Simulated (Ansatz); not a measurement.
Task: Ti$_{3}$SiC$_{2}$ in space group P6_3/mmc (No. 194; Ti on 4f, Ti on 2a, Si on 2b, C on 4f) is relaxed with the program Ansatz at the r²SCAN level (PAW). What lattice parameters of the conventional cell result?

Result: a = 3.068 Å, c = 17.676 Å.

Task: Give the free coordinates with the occupied sites.

Result: In one choice of origin and axes:

| atom | site | symmetry | x | y | z |
|---|---|---|---|---|---|
| Ti | 4f | 3m. | 0.6667 | 0.3333 | 0.1352 |
| Ti | 2a | -3m. | 0.0000 | 0.0000 | 0.0000 |
| Si | 2b | -6m2 | 0.0000 | 0.0000 | 0.2500 |
| C | 4f | 3m. | 0.3333 | 0.6667 | 0.0725 |

Task: Is it a metal or does it have a gap at this level?

Result: No gap at this level.

Symmetry was held in the r²SCAN relaxation; of distortions, only those at the zone centre were tested. The run is not spin-polarised.

Potentials: the earlier of the program's two PAW sets.
